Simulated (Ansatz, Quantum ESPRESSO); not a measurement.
# 1 layers of Pd in Na(100), on the host's sites: ballistic transmission, part 3 of 4

Wanted: the transmission near the Fermi level and the conductance of this junction: 1 layers of Pd in Na(100), on the host's sites.

Quantum ESPRESSO 7.5; plane-wave DFT, PBE, GBRV ultrasoft pseudopotentials; cross-check by Ansatz 0.2.0 with PAW datasets.

So far. Step 3 (The open system): The run is unpolarised; a magnetic state was not tried, may lie lower and would change T. Step 3 (The open system): At no point does T exceed the number of channels.

## Step 4: Transmission with pwcond.x, with nz1 = 1

Level of this step: transmission by pwcond, lead and junction from one cell; plane-wave DFT, PBE, GBRV ultrasoft pseudopotentials (Quantum ESPRESSO).

How much does a setting matter? One run is repeated with a change.

cond.w.in reads:

```
&inputcond
  outdir = './out'
  prefixt = 'scf'
  tran_file = 'cond.w.dat'
  bdl = 1.0000000000
  bds = 8.7063862714
  ikind = 1
  ewind = 4.0
  epsproj = 1e-05
  nz1 = 1
  energy0 = 0.4
  denergy = -0.4
/
15
  0.00000000 0.00000000 0.01562500
  0.00000000 0.12500000 0.06250000
  0.00000000 0.25000000 0.06250000
  0.00000000 0.37500000 0.06250000
  0.00000000 0.50000000 0.03125000
  0.12500000 0.12500000 0.06250000
  0.12500000 0.25000000 0.12500000
  0.12500000 0.37500000 0.12500000
  0.12500000 0.50000000 0.06250000
  0.25000000 0.25000000 0.06250000
  0.25000000 0.37500000 0.12500000
  0.25000000 0.50000000 0.06250000
  0.37500000 0.37500000 0.06250000
  0.37500000 0.50000000 0.06250000
  0.50000000 0.50000000 0.01562500
3
```

Launch:

```console
OMP_NUM_THREADS=1 mpirun -n 4 pwcond.x -in cond.w.in > cond.w.out
```

The log of the run:

```text
[banner, memory and clock lines left out]
Program PWCOND v.7.5 starts
[citation notice left out]

[...]
./out/scf.save/

[...]
negative rho (up, down):  7.555E-02 0.000E+00
     Reading collected, re-writing distributed wavefunctions

===== INPUT FILE containing all the regions =====

     GEOMETRY:

     lattice parameter (alat)  =       7.9368  a.u.
     the volume                =    4352.9372 (a.u.)^3
     the cross section         =      62.9936 (a.u.)^2
     l of the unit cell        =       8.7064 (alat)
     number of atoms/cell      =           18
     number of atomic types    =            2

     crystal axes: (cart. coord. in units of alat)
               a(1) = (  1.0000  0.0000  0.0000 )
               a(2) = (  0.0000  1.0000  0.0000 )
               a(3) = (  0.0000  0.0000  8.7064 )

   Cartesian axes

     site n.     atom                  positions (alat units)
          1        Na     tau(  1)=(  0.0000  0.0000  8.7064  )
          2        Na     tau(  2)=(  0.5000  0.5000  0.5000  )
          3        Na     tau(  3)=(  0.0000  0.0000  1.0000  )
          4        Na     tau(  4)=(  0.5000  0.5000  1.5000  )
          5        Na     tau(  5)=(  0.0000  0.0000  2.0000  )
          6        Na     tau(  6)=(  0.5000  0.5000  2.5000  )
          7        Na     tau(  7)=(  0.0000  0.0000  3.0000  )
          8        Na     tau(  8)=(  0.5000  0.5000  3.5000  )
          9        Pd     tau(  9)=(  0.0000  0.0000  3.8532  )
         10        Na     tau( 10)=(  0.5000  0.5000  4.2064  )
         11        Na     tau( 11)=(  0.0000  0.0000  4.7064  )
         12        Na     tau( 12)=(  0.5000  0.5000  5.2064  )
         13        Na     tau( 13)=(  0.0000  0.0000  5.7064  )
         14        Na     tau( 14)=(  0.5000  0.5000  6.2064  )
         15        Na     tau( 15)=(  0.0000  0.0000  6.7064  )
         16        Na     tau( 16)=(  0.5000  0.5000  7.2064  )
         17        Na     tau( 17)=(  0.0000  0.0000  7.7064  )
         18        Na     tau( 18)=(  0.5000  0.5000  8.2064  )

     nr1s                      =           32
     nr2s                      =           32
     nr3s                      =          288
     nr1sx                     =           32
     nr2sx                     =           32
     nr3sx                     =          288
     nr1                       =           36
     nr2                       =           36
     nr3                       =          320
     nr1x                      =           36
     nr2x                      =           36
     nr3x                      =          320

 _______________________________
  Radii of nonlocal spheres:

     type       ibeta     ang. mom.          radius (alat units)
       Na         1         0                    0.2543
       Na         2         0                    0.2543
       Na         3         1                    0.2543
       Na         4         1                    0.2543
       Na         5         2                    0.2543
       Pd         1         0                    0.2937
       Pd         2         0                    0.2937
       Pd         3         1                    0.2937
       Pd         4         1                    0.2937
       Pd         5         2                    0.2937
       Pd         6         2                    0.2937
----- General information -----

--- T calc. with identical leads (ikind=1) ---

     nrx                       =           32
     nry                       =           32
     nz1                       =            1

     energy0               =         4.0E-01
     denergy               =        -4.0E-01
     nenergy               =          3
     ecut2d                =         4.0E+01
     ewind                 =         4.0E+00
     epsproj               =         1.0E-05

     number of k_|| points=   15
                       cryst. coord.
        k(    1) = (   0.0000000   0.0000000), wk =   0.0156250
        k(    2) = (   0.0000000   0.1250000), wk =   0.0625000
[...]
k(   15) = (   0.5000000   0.5000000), wk =   0.0156250
----- Information about left/right lead -----

     nocros                   =           13
     noins                    =           13
     norb                     =           39
     norbf                    =          226
     nrz                      =           33

      iorb      type   ibeta   ang. mom.   m       position (alat)
        1        1       1        0        1   taunew(   1)=(  0.0000  0.0000  0.0000)
        2        1       2        0        1   taunew(   2)=(  0.0000  0.0000  0.0000)
[...]
39        1       5        2        5   taunew(  39)=(  0.0000  0.0000  1.0000)
    k slab    z(k)  z(k+1)     crossing(iorb=1,norb)
    1   0.0000 0.0303 0.0303   111111111111100000000000000000000000000
    2   0.0303 0.0606 0.0303   111111111111100000000000000000000000000
[...]
33   0.9697 1.0000 0.0303   000000000000000000000000001111111111111
----- Information about scattering region -----

     noins                    =          200
     norb                     =          226
     norbf                    =          226
     nrz                      =          255

      iorb      type   ibeta   ang. mom.   m       position (alat)
        1        1       1        0        1   taunew(   1)=(  0.0000  0.0000  0.0000)
        2        1       2        0        1   taunew(   2)=(  0.0000  0.0000  0.0000)
[...]
226        1       5        2        5   taunew( 226)=(  0.0000  0.0000  7.7064)
 ngper, shell number =          193          29
 ngper, n2d =          193         115
---  E-Ef =    0.4000000  k =    0.0000000   0.0000000
---  ie =          1  ik =          1
 Nchannels of the left tip =            1
 Right moving states:
   k1(2pi/a)   k2(2pi/a)   E-Ef (eV)
  -0.3537337  -0.0000074   0.4000000
 Left moving states:
   k1(2pi/a)   k2(2pi/a)   E-Ef (eV)
   0.3537337  -0.0000074   0.4000000

 to transmit
 Band j to band i transmissions and reflections:
    j         i     |T_ij|^2    |R_ij|^2

    1 -->     1     0.99551     0.00449
   Total T_j, R_j =    0.99551  0.00449

E-Ef(ev), T(x2 spins) =    0.4000000   1.9910182
---  E-Ef =    0.0000000  k =    0.0000000   0.0000000
---  ie =          2  ik =          1
 Nchannels of the left tip =            1
 Right moving states:
   k1(2pi/a)   k2(2pi/a)   E-Ef (eV)
  -0.3924381  -0.0000079   0.0000000
 Left moving states:
   k1(2pi/a)   k2(2pi/a)   E-Ef (eV)
   0.3924381  -0.0000079   0.0000000

 to transmit
 Band j to band i transmissions and reflections:
    j         i     |T_ij|^2    |R_ij|^2

    1 -->     1     0.99572     0.00428
   Total T_j, R_j =    0.99572  0.00428

E-Ef(ev), T(x2 spins) =    0.0000000   1.9914332
---  E-Ef =   -0.4000000  k =    0.0000000   0.0000000
---  ie =          3  ik =          1
 Nchannels of the left tip =            1
 Right moving states:
   k1(2pi/a)   k2(2pi/a)   E-Ef (eV)
  -0.4334102  -0.0000084  -0.4000000
 Left moving states:
   k1(2pi/a)   k2(2pi/a)   E-Ef (eV)
   0.4334102  -0.0000084  -0.4000000

 to transmit
 Band j to band i transmissions and reflections:
    j         i     |T_ij|^2    |R_ij|^2

    1 -->     1     0.98459     0.01541
   Total T_j, R_j =    0.98459  0.01541

E-Ef(ev), T(x2 spins) =   -0.4000000   1.9691880
 ngper, shell number =          198          97
 ngper, n2d =          198         113
[... further energies and points left out ...]
---  E-Ef =    0.4000000  k =    0.5000000   0.5000000
---  ie =          1  ik =         15
 Nchannels of the left tip =            0
 Right moving states:
   k1(2pi/a)   k2(2pi/a)   E-Ef (eV)
 Left moving states:
   k1(2pi/a)   k2(2pi/a)   E-Ef (eV)

 to transmit
          E-Ef(ev), T =    0.4000000   0.0000000
---  E-Ef =    0.0000000  k =    0.5000000   0.5000000
---  ie =          2  ik =         15
 Nchannels of the left tip =            0
 Right moving states:
   k1(2pi/a)   k2(2pi/a)   E-Ef (eV)
 Left moving states:
   k1(2pi/a)   k2(2pi/a)   E-Ef (eV)

 to transmit
          E-Ef(ev), T =    0.0000000   0.0000000
---  E-Ef =   -0.4000000  k =    0.5000000   0.5000000
---  ie =          3  ik =         15
 Nchannels of the left tip =            0
 Right moving states:
   k1(2pi/a)   k2(2pi/a)   E-Ef (eV)
 Left moving states:
   k1(2pi/a)   k2(2pi/a)   E-Ef (eV)

 to transmit
          E-Ef(ev), T =   -0.4000000   0.0000000
   T_tot     0.40000      0.18839E+01
   T_tot     0.00000      0.16836E+01
   T_tot    -0.40000      0.12087E+01

[...]
```

It took 2.3 min on 4 MPI ranks of Arm Neoverse V2, shared host; peak memory 0.54 GiB; 9.3 min of CPU time.

The changed values were drawn from a wide range, not chosen for quality; the comparison shows what they did here together.

Beside the run it was changed from:

```csv
quantity,this run,unchanged run,difference
"transmission at the Fermi level, one spin",0.8418,0.8708,-0.029
"lead channels at the Fermi level, one spin",1.078,1.078,0
wall time (s),140,161,
```

Over all energies T moves by up to 0.089, at -0.4 eV.

The physical values in this table move by up to 3.3 %.

## Step 5: Transmission with pwcond.x, with ikind = 2

Another try, with an input changed as a hurried user might.

cond.bad.in reads:

```
&inputcond
  outdir = './out'
  prefixt = 'scf'
  tran_file = 'cond.bad.dat'
  bdl = 1.0000000000
  bds = 8.7063862714
  ikind = 2
  ewind = 4.0
  epsproj = 1e-05
  nz1 = 7
  energy0 = 0.4
  denergy = -0.4
/
15
  0.00000000 0.00000000 0.01562500
  0.00000000 0.12500000 0.06250000
  0.00000000 0.25000000 0.06250000
  0.00000000 0.37500000 0.06250000
  0.00000000 0.50000000 0.03125000
  0.12500000 0.12500000 0.06250000
  0.12500000 0.25000000 0.12500000
  0.12500000 0.37500000 0.12500000
  0.12500000 0.50000000 0.06250000
  0.25000000 0.25000000 0.06250000
  0.25000000 0.37500000 0.12500000
  0.25000000 0.50000000 0.06250000
  0.37500000 0.37500000 0.06250000
  0.37500000 0.50000000 0.06250000
  0.50000000 0.50000000 0.01562500
3
```

Launch:

```console
OMP_NUM_THREADS=1 mpirun -n 4 pwcond.x -in cond.bad.in > cond.bad.out
```

The log of the run:

```text
[banner, memory and clock lines left out]
Program PWCOND v.7.5 starts

          URL

     ./out/scf.save/

     IMPORTANT: XC functional enforced from input :
     Exchange-correlation= PBE
                           (   1   4   3   4   0   0   0)
     Any further DFT definition will be discarded
     Please, verify this is what you really want

     negative rho (up, down):  7.555E-02 0.000E+00
     Reading collected, re-writing distributed wavefunctions

===== INPUT FILE containing all the regions =====

     GEOMETRY:

     lattice parameter (alat)  =       7.9368  a.u.
     the volume                =    4352.9372 (a.u.)^3
     the cross section         =      62.9936 (a.u.)^2
     l of the unit cell        =       8.7064 (alat)
     number of atoms/cell      =           18
     number of atomic types    =            2

     crystal axes: (cart. coord. in units of alat)
               a(1) = (  1.0000  0.0000  0.0000 )
               a(2) = (  0.0000  1.0000  0.0000 )
               a(3) = (  0.0000  0.0000  8.7064 )

   Cartesian axes

     site n.     atom                  positions (alat units)
          1        Na     tau(  1)=(  0.0000  0.0000  8.7064  )
          2        Na     tau(  2)=(  0.5000  0.5000  0.5000  )
          3        Na     tau(  3)=(  0.0000  0.0000  1.0000  )
          4        Na     tau(  4)=(  0.5000  0.5000  1.5000  )
          5        Na     tau(  5)=(  0.0000  0.0000  2.0000  )
          6        Na     tau(  6)=(  0.5000  0.5000  2.5000  )
          7        Na     tau(  7)=(  0.0000  0.0000  3.0000  )
          8        Na     tau(  8)=(  0.5000  0.5000  3.5000  )
          9        Pd     tau(  9)=(  0.0000  0.0000  3.8532  )
         10        Na     tau( 10)=(  0.5000  0.5000  4.2064  )
         11        Na     tau( 11)=(  0.0000  0.0000  4.7064  )
         12        Na     tau( 12)=(  0.5000  0.5000  5.2064  )
         13        Na     tau( 13)=(  0.0000  0.0000  5.7064  )
         14        Na     tau( 14)=(  0.5000  0.5000  6.2064  )
         15        Na     tau( 15)=(  0.0000  0.0000  6.7064  )
         16        Na     tau( 16)=(  0.5000  0.5000  7.2064  )
         17        Na     tau( 17)=(  0.0000  0.0000  7.7064  )
         18        Na     tau( 18)=(  0.5000  0.5000  8.2064  )

     nr1s                      =           32
     nr2s                      =           32
     nr3s                      =          288
     nr1sx                     =           32
     nr2sx                     =           32
     nr3sx                     =          288
     nr1                       =           36
     nr2                       =           36
     nr3                       =          320
     nr1x                      =           36
     nr2x                      =           36
     nr3x                      =          320

 _______________________________
  Radii of nonlocal spheres:

     type       ibeta     ang. mom.          radius (alat units)
       Na         1         0                    0.2543
       Na         2         0                    0.2543
       Na         3         1                    0.2543
       Na         4         1                    0.2543
       Na         5         2                    0.2543
       Pd         1         0                    0.2937
       Pd         2         0                    0.2937
       Pd         3         1                    0.2937
       Pd         4         1                    0.2937
       Pd         5         2                    0.2937
       Pd         6         2                    0.2937

 %%%%%%%%%%%%%%%%%%%%%%%%%%%%%%%%%%%%%%%%%%%%%%%%%%%%%%%%%%%%%%%%%%%%%%%%%%%%%%
     Error in routine init_orbitals (1):
     Too big atomic spheres
 %%%%%%%%%%%%%%%%%%%%%%%%%%%%%%%%%%%%%%%%%%%%%%%%%%%%%%%%%%%%%%%%%%%%%%%%%%%%%%

     stopping ...
[the rest left out]
```

Wall time 1.2 s (4 MPI ranks); peak memory 0.19 GiB.

The program refused the input before any cycle.

The program's message: “Error in routine init_orbitals (1): Too big atomic spheres”

The change that led to it: inputcond.ikind = 2.

The message: “init_orbitals (1): Too big atomic spheres”. ikind = 2 asks for a second, right-hand lead, for which no boundary (bdr) or run was given; ikind = 1 fits one lead on both sides.

(Continued in part 4 of 4.)

[Logs are printed without paths, hosts, clocks, repeated set-up lines and the standing remarks that a program may print on its own settings, such as how far it seeks lower states.]

[Hosts, paths, dates, database ids (printed as entryN), source tags and the programs' standing remarks are cut or masked in the printed files.]

[Maps of the electrostatic potential energy from Ansatz leave out the sawtooth potential of an applied field or a dipole correction, so their vacuum need not be flat; planar profiles and work functions include it.]
